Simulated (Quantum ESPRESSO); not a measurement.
Runs of Quantum ESPRESSO 7.5 on C. Symmetry: P6_3/mmc, No. 194, hexagonal system. The conventional cell has a = 2.522 Å, b = 2.522 Å, c = 8.237 Å, α = 90.00°, β = 90.00°, γ = 120.00°. Around C (site symmetry 3m) lie 4 C at 1.54 Å. Around C (site symmetry 3m) lie 4 C at 1.54 Å. This is a hexagonal form of diamond, not graphite.

```tsv
task	level	potentials or basis	k mesh	cutoff (eV)	SCF threshold	form of the LDA correlation	symmetry	gap on the mesh (eV)	pressure (GPa)	V0 of scaled cells (Å³/atom)	B0 (GPa)	largest force (eV/Å)
equation of state	PBE	GBRV 1.5 PBE	12 × 12 × 4	612	1.6e-09 Ry	-	-	-	-	5.70	433	-
equation of state	LDA	GBRV 1.5 LDA	12 × 12 × 4	612	1.6e-09 Ry	PZ81	-	-	-	(b)	464	-
equation of state	PBEsol	GBRV 1.5 PBEsol	12 × 12 × 4	612	1.6e-09 Ry	-	-	-	-	(a)	449	-
equation of state	PBE	SSSP 1.3 efficiency PBE	12 × 12 × 4	748	1.6e-09 Ry	-	-	-	-	5.71	434	-
band structure	r2SCAN	SG15 PBE 1.2	9 × 9 × 3	1197	1e-08 Ry	-	off	4.56	-1.8	-	-	0.37
band structure	PBE	SSSP 1.3 efficiency PBE	12 × 12 × 4	748	1.6e-09 Ry	-	-	4.43	2.4	-	-	0.33
```

Alike in all rows: no spin polarisation; cell as given; smearing fermi-dirac 0.05 eV.

Question: Fill in the values left out.

Answer: (a) 5.62; (b) 5.52.

Caveats: the cell was scaled at fixed shape and fractional positions, which overstates the stiffness of a crystal with free parameters, most of all of layers and chains (some runs); some levels on the path didn't converge (some runs); the potentials were made for another functional, which shifts forces and pressure (some runs).

A k mesh can miss the band edges.

Not every run made on this cell is shown here.
